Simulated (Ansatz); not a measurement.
Method: Ansatz, DFT PBE, scalar-relativistic, plane waves, PAW. Settings: cutoff 420 eV, Γ-centred meshes spaced at most about 0.3 Å⁻¹ (2π included), Gaussian smearing. No spin polarisation in the final relaxations.

Temperature and zero-point effects are left out.

Compare these two cells of SiC, each relaxed at this level.

1.

Space group P4_3 (No. 78). a = 5.608 Å, b = 5.608 Å, c = 3.023 Å, α = 90.00°, β = 90.00°, γ = 90.00°
```tsv
atom	site	symmetry	x	y	z
Si	4a	1	0.0941	0.3340	0.2356
C	4a	1	0.3280	0.1212	0.0144
```

2.

Space group P3_221 (No. 154). a = 4.914 Å, b = 4.914 Å, c = 2.995 Å, α = 90.00°, β = 90.00°, γ = 120.00°
```tsv
atom	site	symmetry	x	y	z
Si	3a	.2.	0.6148	0.0000	0.6667
C	3b	.2.	0.3722	0.0000	0.1667
```

Problem. Which would you expect to be lower, and how large is the difference?

Solution. Cell 2 is lower, by 224 meV/atom. Cell 1 has space group P4_3 (No. 78), 11.9 Å³/atom and a gap of 0.93 eV on its mesh; cell 2 has space group P3_221 (No. 154), 10.4 Å³/atom and a gap of 1.21 eV. The denser one is the lower, and pressure would at first widen the difference. Even the lower one lies +0.16 eV/atom against the reference forms of the elements (uncorrected), so neither is stable at this level. In cell 1, Si is surrounded by 4 C at 1.87–2.00 Å; C is surrounded by 4 Si at 1.87–2.00 Å. In cell 2, Si has 4 C at 1.91–1.93 Å; C is surrounded by 4 Si at 1.91–1.93 Å. Both come from invented guesses. A third cell relaxed alike, in P6_3mc, lies 0.36 eV/atom below the lower of the two. The part of the Crystallography Open Database at hand lists SiC in space groups No. 36, 156, 160, 186, 216; sharing a group (P6_3mc) doesn't make a cell the listed structure.

Kohn–Sham gaps at this level usually fall short of measured ones. With atoms moved at random, P3_221 came back. Other cells relaxed within their symmetry can be saddle points.
